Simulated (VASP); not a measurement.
A run of VASP 6.6.1 is set up as follows.

File INCAR:

```
PREC = Accurate
ENCUT = 500
EDIFF = 1E-7
ISMEAR = 0
SIGMA = 0.02
LREAL = False
LASPH = True
NELM = 60
ALGO = Normal
ISIF = 2
LWAVE = False
LCHARG = True
GGA = PE
LELF = True
LVHAR = True
```

KPOINTS

```
regular mesh
0
Gamma
  7 7 7
```

File POSCAR:

```
KMgF3
1.0
    3.9859000000      0.0000000000      0.0000000000
    0.0000000000      3.9859000000      0.0000000000
    0.0000000000      0.0000000000      3.9859000000
K Mg F
1 1 3
Cartesian
    1.9929500000      1.9929500000      1.9929500000
    0.0000000000      0.0000000000      0.0000000000
    0.0000000000      0.0000000000      1.9929500000
    0.0000000000      1.9929500000      0.0000000000
    1.9929500000      0.0000000000      0.0000000000
```

Potentials or basis: VASP PAW PBE potentials, release 64 (K_pv, Mg, F).

Run with:

```sh
$ cat potpaw_PBE.64/K_pv/POTCAR potpaw_PBE.64/Mg/POTCAR potpaw_PBE.64/F/POTCAR > POTCAR
$ mpirun -np 1 vasp_std > vasp.out
```

Question: Estimate the pressure.

Answer: 3.8 GPa.

Question: What does it give for the band gap on the k mesh?

Answer: 7.33 eV, indirect (least direct gap 7.62 eV).

Caveat: an odd mesh through Γ misses points on the zone boundary, where band edges often lie.
